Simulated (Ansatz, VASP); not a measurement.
# InB2: VASP beside Ansatz, part 2 of 2

Wanted: the spread between two codes on one cell, functional and k mesh. The cell is generated by rule, not measured, and may not be a known phase. The cell is taken from a series of runs on this material, whose earlier steps may have relaxed, scaled, displaced or heated it; both programs get it as it stands.

VASP 6.6.1 and Ansatz 0.2.0.

So far: The starting structure; Ansatz: zone-centre phonons, PBEsol.

## Step 3: VASP: zone-centre phonons, PBEsol

Level of this step: PBEsol; plane waves and PAW (In_d, B); invented cell (VASP).

The same cell, functional, mesh and smearing now go to VASP, with its own data sets.

Lines of VASP's logs that name or quote its potential files are left out, and so is its time.

Input file INCAR:

```
SYSTEM = InB2
PREC = Accurate
ENCUT = 500
EDIFF = 1E-08
NELM = 120
ISMEAR = 1
SIGMA = 0.2
LREAL = .FALSE.
ALGO = Normal
GGA = PS
NBANDS = 15
LORBIT = 11
LWAVE = .FALSE.
LCHARG = .FALSE.
ISIF = 2
IBRION = 8
LASPH = .TRUE.
GGA_COMPAT = .FALSE.
KPAR = 2
```

Input file POSCAR:

```
InB2
1.0
    3.6005447919      0.0000000000      0.0000000000
    0.0000000000      3.6005447919      0.0000000000
    0.0000000000      0.0000000000      3.1576752149
In B
1 2
Direct
    0.5000000000      0.5000000000      0.0000000000
    0.0000000000      0.0000000000      0.0000000000
    0.0000000000      0.0000000000      0.5000000000
```

Input file KPOINTS:

```
Automatic mesh
0
Gamma
12 12 14
0 0 0
```

The projector-augmented-wave data sets are In_d and B (PBE family, release 64).

Started as:

```sh
> mpirun -np 2 vasp_std
```

Numbers of over 12 decimals in the logs are rounded to 6 here.

The log of the run:

```text
[banner, memory and clock lines left out]
running    2 mpi-ranks, on    1 nodes
 distrk:  each k-point on    1 cores,    2 groups
 distr:  one band on    1 cores,    1 groups

 POSCAR found type information on POSCAR InB
 POSCAR found :  2 types and       3 ions
|                                                                             |
|               ----> ADVICE to this user running VASP <----                  |
|                                                                             |
|     You enforced a specific xc type in the INCAR file but a different       |
|     [... a line on the potential file left out ...]
|     I HOPE YOU KNOW WHAT YOU ARE DOING!                                     |
|                                                                             |

 LDA part: xc-table for (Slater+PW92), standard interpolation
 POSCAR, INCAR and KPOINTS ok, starting setup
 FFT: planning ... GRIDC
 FFT: planning ... GRID_SOFT
 FFT: planning ... GRID
 WAVECAR not read
 entering main loop
       N       E                     dE             d eps       ncg     rms          rms(c)
DAV:   1     0.103574119099E+03    0.10357E+03   -0.92086E+03  6762   0.148E+03
DAV:   2    -0.110739065268E+02   -0.11465E+03   -0.11024E+03  7371   0.311E+02
DAV:   3    -0.175948650704E+02   -0.65210E+01   -0.64309E+01  8491   0.768E+01
DAV:   4    -0.177129795617E+02   -0.11811E+00   -0.11800E+00  7962   0.107E+01
DAV:   5    -0.177170132138E+02   -0.40337E-02   -0.40334E-02  9648   0.190E+00    0.725E+00
DAV:   6    -0.155309792654E+02    0.21860E+01   -0.39760E+00  9780   0.365E+01    0.362E+00
DAV:   7    -0.154035584073E+02    0.12742E+00   -0.90399E-01  9054   0.604E+00    0.127E+00
DAV:   8    -0.153975164793E+02    0.60419E-02   -0.60484E-02  8198   0.297E+00    0.511E-01
DAV:   9    -0.153966935323E+02    0.82295E-03   -0.22579E-03  9942   0.687E-01    0.275E-01
DAV:  10    -0.153966137570E+02    0.79775E-04   -0.36442E-04  8493   0.191E-01    0.916E-02
DAV:  11    -0.153966173059E+02   -0.35489E-05   -0.57076E-05  9282   0.986E-02    0.374E-02
DAV:  12    -0.153966115329E+02    0.57731E-05   -0.14216E-05  8284   0.277E-02    0.610E-03
DAV:  13    -0.153966115782E+02   -0.45323E-07   -0.13030E-06  8296   0.693E-03    0.300E-03
DAV:  14    -0.153966115491E+02    0.29086E-07   -0.53045E-08  8823   0.299E-03    0.374E-04
DAV:  15    -0.153966115434E+02    0.56853E-08   -0.33480E-09  5411   0.443E-04
   1 F= -.15396612E+02 E0= -.15396608E+02  d E =-.977005E-05
 Linear response reoptimize wavefunctions to high precision
DAV:   1    -0.153966115424E+02    0.99067E-09   -0.31458E-10  5215   0.197E-04
DAV:   2    -0.153966115424E+02   -0.15234E-10   -0.84408E-11  5005   0.892E-05
 Linear response DOF=           6
 Linear response progress:
  Degree of freedom:   1/  6
       N       E                     dE             d eps       ncg     rms          rms(c)
RMM:   1    -0.233221635704E+00   -0.23322E+00   -0.74315E-02 15990   0.500E+00
RMM:   2    -0.235659701720E+00   -0.24381E-02   -0.12184E-02 19301   0.990E-01    0.742E-02
RMM:   3    -0.235623354019E+00    0.36348E-04   -0.14246E-03 20823   0.301E-01    0.368E-02
RMM:   4    -0.235474919941E+00    0.14843E-03   -0.12189E-04 21293   0.999E-02    0.238E-02
RMM:   5    -0.235420301907E+00    0.54618E-04   -0.19511E-05 21635   0.375E-02    0.643E-03
RMM:   6    -0.235415765528E+00    0.45364E-05   -0.32360E-06 22338   0.142E-02    0.144E-03
RMM:   7    -0.235428338181E+00   -0.12573E-04   -0.66229E-07 21933   0.526E-03    0.401E-04
RMM:   8    -0.235425657825E+00    0.26804E-05   -0.19955E-07 22789   0.222E-03    0.370E-04
RMM:   9    -0.235425846819E+00   -0.18899E-06   -0.70080E-08 22878   0.106E-03    0.648E-04
RMM:  10    -0.235425754715E+00    0.92104E-07    0.44749E-08 21758   0.600E-04    0.163E-04
RMM:  11    -0.235425820071E+00   -0.65356E-07    0.58190E-08 23672   0.345E-04    0.162E-04
RMM:  12    -0.235425869360E+00   -0.49289E-07    0.67645E-08 23888   0.229E-04    0.973E-05
RMM:  13    -0.235425932805E+00   -0.63445E-07    0.35797E-08 23299   0.175E-04    0.487E-05
RMM:  14    -0.235425956084E+00   -0.23279E-07    0.89949E-09 22762   0.149E-04    0.106E-05
RMM:  15    -0.235425960599E+00   -0.45149E-08   -0.15778E-08 23856   0.132E-04    0.319E-06
 first order change of Fermi-energy   0.89892E-04
 force on displaced ion       1 direction 1 :  -3.421   0.000   0.000
 Linear response progress:
  Degree of freedom:   2/  6
       N       E                     dE             d eps       ncg     rms          rms(c)
RMM:   1    -0.226562542996E+00   -0.22656E+00   -0.10702E-01  9059   0.475E+00
RMM:   2    -0.229537723899E+00   -0.29752E-02   -0.13400E-02 10814   0.956E-01    0.590E-02
RMM:   3    -0.229314817774E+00    0.22291E-03   -0.12577E-03 11609   0.274E-01    0.220E-02
RMM:   4    -0.229054433795E+00    0.26038E-03   -0.10695E-04 11924   0.874E-02    0.158E-02
RMM:   5    -0.228897348337E+00    0.15709E-03   -0.14576E-05 11919   0.308E-02    0.468E-03
RMM:   6    -0.228862758852E+00    0.34589E-04   -0.27494E-06 12430   0.124E-02    0.140E-03
RMM:   7    -0.228871437926E+00   -0.86791E-05   -0.72133E-07 12342   0.498E-03    0.280E-04
RMM:   8    -0.228868552657E+00    0.28853E-05   -0.28303E-07 12587   0.233E-03    0.403E-04
RMM:   9    -0.228868728787E+00   -0.17613E-06   -0.11048E-07 13149   0.114E-03    0.258E-04
RMM:  10    -0.228868352827E+00    0.37596E-06   -0.67250E-09 12840   0.614E-04    0.152E-04
RMM:  11    -0.228868429105E+00   -0.76278E-07    0.11368E-07 13072   0.378E-04    0.113E-04
RMM:  12    -0.228868529666E+00   -0.10056E-06    0.38500E-08 12854   0.260E-04    0.689E-05
RMM:  13    -0.228868522178E+00    0.74879E-08    0.72444E-09 13726   0.197E-04    0.582E-05
 first order change of Fermi-energy  -0.11839E-04
 force on displaced ion       1 direction 3 :   0.000   0.000  -0.019
 Linear response progress:
  Degree of freedom:   3/  6
       N       E                     dE             d eps       ncg     rms          rms(c)
RMM:   1    -0.428951342284E-01   -0.42895E-01    0.18690E-02 23250   0.122E+00
RMM:   2    -0.415700829650E-01    0.13251E-02   -0.13853E-03 18580   0.362E-01    0.127E-01
RMM:   3    -0.415779809172E-01   -0.78980E-05   -0.72065E-04 20221   0.178E-01    0.601E-02
RMM:   4    -0.418561318386E-01   -0.27815E-03   -0.31336E-04 20688   0.967E-02    0.147E-02
RMM:   5    -0.418372083544E-01    0.18923E-04   -0.23939E-05 21151   0.396E-02    0.556E-03
RMM:   6    -0.418429255767E-01   -0.57172E-05   -0.31119E-06 21661   0.116E-02    0.486E-03
RMM:   7    -0.418347852693E-01    0.81403E-05   -0.55516E-07 21432   0.477E-03    0.577E-04
RMM:   8    -0.418407163692E-01   -0.59311E-05   -0.12338E-07 21624   0.212E-03    0.563E-04
RMM:   9    -0.418404840804E-01    0.23229E-06   -0.26187E-08 23068   0.847E-04    0.210E-04
RMM:  10    -0.418404701100E-01    0.13970E-07   -0.20181E-08 22798   0.322E-04    0.234E-04
RMM:  11    -0.418404870035E-01   -0.16893E-07   -0.92267E-09 23796   0.142E-04    0.121E-04
RMM:  12    -0.418404889270E-01   -0.19235E-08   -0.75566E-09 23181   0.729E-05    0.375E-05
 first order change of Fermi-energy  -0.18676E-03
 force on displaced ion       2 direction 1 :  -3.391   0.000   0.000
 Linear response progress:
  Degree of freedom:   4/  6
       N       E                     dE             d eps       ncg     rms          rms(c)
RMM:   1    -0.594087646470E-01   -0.59409E-01    0.14177E-02 14642   0.126E+00
RMM:   2    -0.539790814580E-01    0.54297E-02   -0.17187E-03 10733   0.388E-01    0.248E-01
RMM:   3    -0.530736900897E-01    0.90539E-03   -0.17615E-03 10826   0.221E-01    0.118E-01
RMM:   4    -0.536612868960E-01   -0.58760E-03   -0.11609E-03 11132   0.157E-01    0.181E-02
RMM:   5    -0.536260731107E-01    0.35214E-04   -0.51053E-05 11874   0.555E-02    0.570E-03
RMM:   6    -0.536670761526E-01   -0.41003E-04   -0.84304E-06 11973   0.180E-02    0.274E-03
RMM:   7    -0.536564395857E-01    0.10637E-04   -0.14015E-06 12492   0.697E-03    0.803E-04
RMM:   8    -0.536615933779E-01   -0.51538E-05   -0.44468E-07 12293   0.220E-03    0.483E-04
RMM:   9    -0.536605765042E-01    0.10169E-05   -0.70495E-08 13005   0.824E-04    0.991E-05
RMM:  10    -0.536607659300E-01   -0.18943E-06   -0.30300E-08 13042   0.306E-04    0.177E-05
RMM:  11    -0.536607428633E-01    0.23067E-07   -0.99056E-09 13304   0.134E-04    0.855E-06
RMM:  12    -0.536607348831E-01    0.79802E-08   -0.50906E-09 12838   0.696E-05    0.540E-06
 first order change of Fermi-energy   0.15254E-03
 force on displaced ion       2 direction 3 :   0.000  -0.000 -41.795
 Linear response progress:
  Degree of freedom:   5/  6
       N       E                     dE             d eps       ncg     rms          rms(c)
RMM:   1    -0.366765780746E-01   -0.36677E-01    0.25891E-02 23669   0.941E-01
RMM:   2    -0.367357500808E-01   -0.59172E-04   -0.10086E-03 18619   0.290E-01    0.108E-01
RMM:   3    -0.367550360514E-01   -0.19286E-04   -0.33531E-04 20353   0.120E-01    0.590E-02
RMM:   4    -0.368882698897E-01   -0.13323E-03   -0.12807E-04 20311   0.609E-02    0.126E-02
RMM:   5    -0.368391068918E-01    0.49163E-04   -0.11432E-05 21345   0.282E-02    0.417E-03
RMM:   6    -0.368316084981E-01    0.74984E-05   -0.16937E-06 21675   0.914E-03    0.186E-03
RMM:   7    -0.368251679521E-01    0.64405E-05   -0.36320E-07 22010   0.410E-03    0.451E-04
RMM:   8    -0.368268143480E-01   -0.16464E-05   -0.64668E-08 22111   0.131E-03    0.403E-04
RMM:   9    -0.368262912560E-01    0.52309E-06   -0.21555E-08 22390   0.542E-04    0.350E-04
RMM:  10    -0.368266802166E-01   -0.38896E-06   -0.28723E-08 21855   0.242E-04    0.129E-04
RMM:  11    -0.368266937539E-01   -0.13537E-07   -0.12215E-08 24510   0.113E-04    0.105E-04
RMM:  12    -0.368266800377E-01    0.13716E-07   -0.20358E-08 22575   0.624E-05    0.204E-06
RMM:  13    -0.368266617683E-01    0.18269E-07   -0.17327E-08 21490   0.469E-05    0.623E-06
RMM:  14    -0.368266608324E-01    0.93587E-09   -0.17834E-08 18221   0.396E-05    0.183E-06
 first order change of Fermi-energy  -0.84627E-04
 force on displaced ion       3 direction 1 :  -0.790   0.000   0.000
 Linear response progress:
  Degree of freedom:   6/  6
       N       E                     dE             d eps       ncg     rms          rms(c)
RMM:   1    -0.537080239302E-01   -0.53708E-01    0.52218E-02 14843   0.123E+00
RMM:   2    -0.520781451826E-01    0.16299E-02   -0.15717E-03 10801   0.363E-01    0.237E-01
RMM:   3    -0.514222613855E-01    0.65588E-03   -0.16241E-03 11048   0.208E-01    0.118E-01
RMM:   4    -0.519647968916E-01   -0.54254E-03   -0.96588E-04 11297   0.141E-01    0.211E-02
RMM:   5    -0.519502785959E-01    0.14518E-04   -0.47205E-05 12060   0.534E-02    0.510E-03
RMM:   6    -0.519834806958E-01   -0.33202E-04   -0.66604E-06 12053   0.163E-02    0.262E-03
RMM:   7    -0.519730325425E-01    0.10448E-04   -0.11726E-06 12488   0.660E-03    0.860E-04
RMM:   8    -0.519787444299E-01   -0.57119E-05   -0.14862E-07 12152   0.204E-03    0.417E-04
RMM:   9    -0.519775353236E-01    0.12091E-05   -0.37494E-09 12920   0.815E-04    0.876E-05
RMM:  10    -0.519777067761E-01   -0.17145E-06   -0.24688E-09 12924   0.307E-04    0.119E-05
RMM:  11    -0.519776865113E-01    0.20265E-07   -0.19562E-08 13503   0.130E-04    0.788E-06
RMM:  12    -0.519776928914E-01   -0.63801E-08   -0.87636E-09 12582   0.659E-05    0.426E-06
 first order change of Fermi-energy   0.25310E-03
 force on displaced ion       3 direction 3 :  -0.000  -0.000 -38.789
 Linear response finished
```

OUTCAR, selected parts (step 3):

```text
ion  position               nearest neighbor table
   1  0.500  0.500  0.000-   2 2.55   2 2.55   2 2.55   2 2.55   3 3.00   3 3.00   3 3.00   3 3.00
                             3 3.00   3 3.00   3 3.00   3 3.00
   2  0.000  0.000  0.000-   3 1.58   3 1.58   1 2.55   1 2.55   1 2.55   1 2.55
   3  0.000  0.000  0.500-   2 1.58   2 1.58   1 3.00   1 3.00   1 3.00   1 3.00   1 3.00   1 3.00
                             1 3.00   1 3.00

  LATTYP: Found a simple tetragonal cell.
 ALAT       =     3.6005447919
 C/A-ratio  =     0.8769992869

 Subroutine GETGRP returns: Found 16 space group operations
 (whereof 16 operations were pure point group operations)

The static configuration has the point symmetry D_4h.

 Found    224 irreducible k-points:

   k-points           NKPTS =    224   k-points in BZ     NKDIM =    224   number of bands    NBANDS=     15

   dimension x,y,z NGX =    28 NGY =   28 NGZ =   24
   dimension x,y,z NGXF=    56 NGYF=   56 NGZF=   48

   ENCUT  =  500.0 eV  36.75 Ry    6.06 a.u.   6.56  6.56  5.76*2*pi/ulx,y,z

   NELECT =      19.0000    total number of electrons

 k-points in reciprocal lattice and weights: Automatic mesh
   0.00000000  0.00000000  0.00000000       0.000
   0.08333333  0.00000000  0.00000000       0.002
   0.16666667  0.00000000  0.00000000       0.002
   0.25000000  0.00000000  0.00000000       0.002
   0.33333333  0.00000000  0.00000000       0.002
   0.41666667  0.00000000  0.00000000       0.002
   0.50000000  0.00000000  0.00000000       0.001
   0.08333333  0.08333333  0.00000000       0.002
   0.16666667  0.08333333  0.00000000       0.004
[...]
0.50000000  0.41666667  0.50000000       0.002
   0.50000000  0.50000000  0.50000000       0.000

 average (electrostatic) potential at core
       1 -94.2204       2 -25.3242       3 -25.9634

  Total       -0.0481883     -0.0481883     -0.0702154      0.0000000     -0.0000000      0.0000000
  in kB       -1.8860292     -1.8860292     -2.7481412      0.0000000     -0.0000000      0.0000000
  external PRESSURE =      -2.1733999 kB  Pullay stress =       0.0000000 kB

  energy-cutoff  :      500.00
  volume of cell :       40.94
      direct lattice vectors                 reciprocal lattice vectors
     3.600544792  0.000000000  0.000000000     0.277735748  0.000000000  0.000000000
     0.000000000  3.600544792  0.000000000     0.000000000  0.277735748  0.000000000
     0.000000000  0.000000000  3.157675215     0.000000000  0.000000000  0.316688681

 POSITION                                       TOTAL-FORCE (eV/Angst)
 -----------------------------------------------------------------------------------
      1.80027      1.80027      0.00000         0.000000      0.000000      0.000000
      0.00000      0.00000      0.00000         0.000000      0.000000      0.000000
      0.00000      0.00000      1.57884         0.000000      0.000000      0.000000
 -----------------------------------------------------------------------------------
    total drift:                                0.000000      0.000000      0.000000

 Eigenvectors and eigenvalues of the dynamical matrix
 ----------------------------------------------------

   1 f  =   42.689881 THz   268.228432 2PiTHz 1423.981148 cm-1   176.551082 meV
             X         Y         Z           dx          dy          dz
      1.800272  1.800272  0.000000    -0.000000    0.000000   -0.008086
      0.000000  0.000000  0.000000    -0.000000    0.000000    0.720139
      0.000000  0.000000  1.578838     0.000000   -0.000000   -0.693783

   2 f  =    9.124907 THz    57.333482 2PiTHz  304.374136 cm-1    37.737566 meV
             X         Y         Z           dx          dy          dz
      1.800272  1.800272  0.000000     0.260718    0.000009   -0.000000
      0.000000  0.000000  0.000000    -0.959510   -0.000032   -0.000000
      0.000000  0.000000  1.578838     0.106610    0.000004    0.000000

   3 f  =    9.124907 THz    57.333482 2PiTHz  304.374136 cm-1    37.737566 meV
             X         Y         Z           dx          dy          dz
      1.800272  1.800272  0.000000     0.000009   -0.260718    0.000000
      0.000000  0.000000  0.000000    -0.000032    0.959510    0.000000
      0.000000  0.000000  1.578838     0.000004   -0.106610    0.000000

   4 f  =    4.307237 THz    27.063169 2PiTHz  143.673968 cm-1    17.813294 meV
             X         Y         Z           dx          dy          dz
      1.800272  1.800272  0.000000    -0.000044    0.295691    0.000000
      0.000000  0.000000  0.000000     0.000004   -0.025757    0.000000
      0.000000  0.000000  1.578838     0.000141   -0.954936    0.000000

   5 f  =    4.307237 THz    27.063169 2PiTHz  143.673968 cm-1    17.813294 meV
             X         Y         Z           dx          dy          dz
      1.800272  1.800272  0.000000    -0.295691   -0.000044   -0.000000
      0.000000  0.000000  0.000000     0.025757    0.000004   -0.000000
      0.000000  0.000000  1.578838     0.954936    0.000141   -0.000000

   6 f  =    0.041354 THz     0.259832 2PiTHz    1.379407 cm-1     0.171025 meV
             X         Y         Z           dx          dy          dz
      1.800272  1.800272  0.000000    -0.000000    0.000000   -0.936467
      0.000000  0.000000  0.000000    -0.000000    0.000000   -0.248753
      0.000000  0.000000  1.578838    -0.000000    0.000000   -0.247288

   7 f/i=    0.022286 THz     0.140029 2PiTHz    0.743391 cm-1     0.092169 meV
             X         Y         Z           dx          dy          dz
      1.800272  1.800272  0.000000    -0.919005    0.004829    0.000000
      0.000000  0.000000  0.000000    -0.280489    0.001474    0.000000
      0.000000  0.000000  1.578838    -0.277000    0.001455    0.000000

   8 f/i=    0.022286 THz     0.140029 2PiTHz    0.743391 cm-1     0.092169 meV
             X         Y         Z           dx          dy          dz
      1.800272  1.800272  0.000000    -0.004829   -0.919005   -0.000000
      0.000000  0.000000  0.000000    -0.001474   -0.280489   -0.000000
      0.000000  0.000000  1.578838    -0.001455   -0.277000   -0.000000

   9 f/i=    0.809186 THz     5.084267 2PiTHz   26.991549 cm-1     3.346524 meV
             X         Y         Z           dx          dy          dz
      1.800272  1.800272  0.000000    -0.000000   -0.000000    0.350662
      0.000000  0.000000  0.000000    -0.000000   -0.000000   -0.647705
      0.000000  0.000000  1.578838    -0.000000   -0.000000   -0.676398

 ELASTIC MODULI CONTR FROM IONIC RELAXATION (kBar)
 Direction    XX          YY          ZZ          XY          YZ          ZX
 --------------------------------------------------------------------------------
 XX           0.0000      0.0000      0.0000      0.0000      0.0000      0.0000
 YY           0.0000      0.0000      0.0000      0.0000      0.0000      0.0000
 ZZ           0.0000      0.0000      0.0000      0.0000      0.0000      0.0000
 XY           0.0000      0.0000      0.0000      0.0000      0.0000      0.0000
 YZ           0.0000      0.0000      0.0000      0.0000      0.0000      0.0000
 ZX           0.0000      0.0000      0.0000      0.0000      0.0000      0.0000
 --------------------------------------------------------------------------------
```

This run has no spin polarisation. Its electron count is odd, so without a moment it is a metal by construction.

## Step 4: Differences

Known differences besides the potentials themselves: the cutoff is 1034.03 eV in Ansatz and 500 eV in VASP. Total energies have different zeros and are not compared.

Compared:

| quantity | Ansatz | VASP | difference |
| --- | --- | --- | --- |
| optical mode 1 (imaginary, printed as negative) (cm⁻¹) | -28.3 | -27.0 | -1.3 |
| optical mode 2 to 3 (cm⁻¹) | 144.0 | 143.7 | +0.22 % |
| optical mode 4 to 5 (cm⁻¹) | 303.4 | 304.4 | -0.31 % |
| optical mode 6 (cm⁻¹) | 1430.0 | 1424.0 | +0.42 % |

Modes are paired by rising frequency, not by their patterns, so a pair may set unlike modes beside each other; they are those without the splitting of longitudinal modes.

## Step 5: Summary of results

```json
{
  "r.m.s. difference of the optical zone-centre modes, each program's sorted by frequency (zone-centre phonons, PBEsol)": "2.6 cm⁻¹"
}
```

In words: The r.m.s. difference of the optical zone-centre modes, each program's sorted by frequency is 2.6 cm⁻¹ (zone-centre phonons, PBEsol). How closely two codes agree says nothing of how well the functional describes the real material.

[Lines on the potential files, build, host, timing and source positions are cut from VASP's logs without a mark.]

[Logs are printed without paths, hosts, clocks, repeated set-up lines and the standing remarks that a program may print on its own settings, such as how far it seeks lower states.]

[Hosts, paths, dates, database ids (printed as entryN), source tags and the programs' standing remarks are cut or masked in the printed files.]
